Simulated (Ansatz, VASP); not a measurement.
## Rh: VASP beside Ansatz

Contents of INCAR:

```
  ALGO = Normal
  EDIFF = 1E-6
  ENCUT = 520
  GGA = PE
  ISIF = 2
  ISMEAR = -1
  LASPH = True
  LCHARG = False
  LREAL = False
  LWAVE = False
  NBANDS = 14
  NELM = 60
  PREC = Accurate
  SIGMA = 0.08
```

Contents of KPOINTS:

```
k-points
0
Gamma
  14 14 14
```

Contents of POSCAR:

```
Rh
1.0
    2.5360633234      0.0000000000      0.0000000000
    0.0000000000      2.5360633234      0.0000000000
    0.0000000000      0.0000000000      2.5360633234
Rh
1
Direct
    0.0000000000      0.0000000000      0.0000000000
```

Input for Ansatz:

```yaml
crystal:
  lattice:
    - [2.5360633234, 0.0, 0.0]
    - [0.0, 2.5360633234, 0.0]
    - [0.0, 0.0, 2.5360633234]
  atoms:
    - { symbol: Rh, position: [0.0, 0.0, 0.0] }
kpoints:
  mp_grid: { grid: [14, 14, 14] }
  band_path:
    path:
      - [0.0, 0.0, 0.0]
      - [0.0, 0.5, 0.0]
      - [0.5, 0.5, 0.0]
      - [0.0, 0.0, 0.0]
      - [0.5, 0.5, 0.5]
      - [0.0, 0.5, 0.0]
      - [0.5, 0.5, 0.5]
      - [0.5, 0.5, 0.0]
    npoints: 8
scf:
  occupations: { method: fermi_dirac, width: 0.08 }
hamiltonian:
  xc: pbe
  pseudopotentials: { kind: all_electron, lapw: { basis_error: 0.0005 } }
output:
  forces: true
  stress: true
  eigenvalues: true
  fatbands: true
  populations: true
  dos: { projected: true, de: 0.2, e_range: [-14, 8] }
```

This isn't the form of Rh at room conditions, which is fcc.

Alike in both runs: task single point; functional PBE; k mesh 14 × 14 × 14; occupations fermi-dirac, width 0.08 eV; no spin polarisation.

|  | VASP | Ansatz |
| --- | --- | --- |
| version | VASP 6.6.1 | Ansatz 0.2.0 |
| potentials or method | VASP PAW PBE potentials, release 64 (Rh_pv) | all-electron LAPW, scalar-relativistic |
| plane-wave cutoff (eV) | 520 | see its input |

|  | VASP | Ansatz | Ansatz less VASP |
| --- | --- | --- | --- |
| pressure (GPa) | 0.0 | 0.0 | -0.06 |

Ansatz ran all-electron here, so the differences hold the error of VASP's frozen core and of both bases.
